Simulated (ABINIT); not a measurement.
Crystal: Sb.

```xyz
2
Lattice="2.1542 1.2437 3.7580 -2.1542 1.2437 3.7580 0.0000 -2.4875 3.7580" Properties=species:S:1:pos:R:3 pbc="T T T"
Sb    0.0000    0.0000    8.6416
Sb    0.0000    0.0000    2.6324
```

Program: ABINIT 10.8.3 (patched build). Alike in all runs: task single point; level PBE0; potentials or basis SG15 NC PBE v1.2; no spin polarisation; cell as given; k mesh 3 × 3 × 3; cutoff (eV) 599; smearing fermi-dirac 0.05 eV; the mesh is coarse, so values aren't converged.

Q: Order these runs on this cell by their band gap on the k mesh, lowest first.
A. share of exact exchange 0.35
B. share of exact exchange 0.5
C. share of exact exchange 0.25
D. share of exact exchange 0.05
E. share of exact exchange 0.15

A: D (1.44 eV), E (1.74 eV), C (2.04 eV), A (2.35 eV), B (2.82 eV).

Caveats: all runs use coarse meshes; exact exchange is summed on a coarse mesh, which widens gaps by tenths of an eV; spin-orbit coupling is left out, which moves the levels of the heavy elements; an odd mesh through Γ misses points on the zone boundary, where band edges often lie.
